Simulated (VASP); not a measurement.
Crystal: PbSe.

```
CELL_PARAMETERS angstrom
3.76767 0.00000 0.00000
-1.88384 3.26290 0.00000
0.00000 0.00000 7.07284
ATOMIC_POSITIONS crystal
Pb 0.66667 0.33333 0.75000
Pb 0.33333 0.66667 0.25000
Se 0.00000 0.00000 0.00000
Se 0.00000 0.00000 0.50000
```

The cell was built by a generator and needn't be a form met in nature.

| Quantity | Value |
| --- | --- |
| Program | VASP 6.6.1 |
| Task | relaxation of cell and atoms |
| Functional | PBE |
| Potentials or basis | VASP PAW PBE potentials, release 64 (Pb_d, Se) |
| Cutoff | 600 eV |
| k mesh | 6 × 6 × 4 |
| Occupations | gaussian, width 0.1 eV |
| Spin | no spin polarisation |

At the start: pressure 28.9 GPa; volume 21.74 Å³/atom.

Where does the relaxation end?

Over 7 steps the energy falls by 561.9 meV/atom and the volume is 30.23 Å³/atom (+39.1 %); space group P6_3/mmc (No. 194, to 0.05 Å).

Step by step:
```
step  energy change (eV)  largest force (eV/Å)  pressure (GPa)  volume (Å³)
   1              0.0000                0.0000           28.95        86.95
   2             -1.5773                0.0000           -5.92       146.30
   3             -2.1973                0.0000            0.19       118.83
   4             -2.1970                0.0000           -0.10       119.53
   5             -2.2321                0.0000           -0.09       120.18
   6             -2.2472                0.0000           -0.08       120.80
   7             -2.2476                0.0000           -0.07       120.91
```

Final structure:
```xyz
4
Lattice="4.2716 0.0000 0.0000 -2.1358 3.6993 0.0000 0.0000 0.0000 7.6519" Properties=species:S:1:pos:R:3 pbc="T T T"
Pb    2.1358    1.2331    5.7389
Pb    0.0000    2.4662    1.9130
Se    0.0000    0.0000    7.6519
Se    0.0000    0.0000    3.8259
```

Caveat: the volume moved by over 15 % at a fixed basis, so the end points are rough.
